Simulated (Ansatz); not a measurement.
Mg, DFT, PBE, PAW with Ansatz's default frozen-core files, scalar-relativistic (Ansatz 0.2.0), run on 1 thread of Arm Neoverse V2 on a shared host.

The cell is a database entry far from equilibrium at this level of theory, probably a faulty or high-pressure entry; it serves as a test geometry alone. The listed cell was then made from it by scaling, straining or moving an atom.

Command: `ansatz run input.yaml --threads 1 --pin off --max-ram 3072MiB --backend cpu --events-out ev --progress --plain --runs-dir out`

```yaml
crystal:
  lattice:
    - [-1.4765, 1.4765, 1.520795]
    - [1.4765, -1.4765, 1.520795]
    - [1.4765, 1.4765, -1.520795]
  atoms:
    - { symbol: Mg, position: [0.0, 0.0, 0.0] }
kpoints:
  mp_grid: { grid: [16, 16, 16] }
scf:
  occupations: { method: fermi_dirac, width: 0.05 }
hamiltonian:
  xc: pbe
  pseudopotentials: { kind: paw }
output:
  forces: true
  stress: true
  eigenvalues: true
  efg: { contact_densities: true }
  write_density: true
  write_potential: true
  elf: true
  volumetric_format: npy
```

(1) How large is the problem that the program sets up?

(2) About how long does it take, and how much memory does it use?

(3) And the same cell and mesh by crystal-made all-electron datasets, asked for forces, stress, eigenvalues, efg, on the same hardware?

Answers

(1) 349 irreducible k-points, 249 plane waves at Γ, 9 bands.

(2) 3 s of wall time for 6 SCF iterations, with a peak of 0.31 GiB. Times on shared machines scatter by tens of per cent.

(3) 3.5 s, peak memory 0.28 GiB.
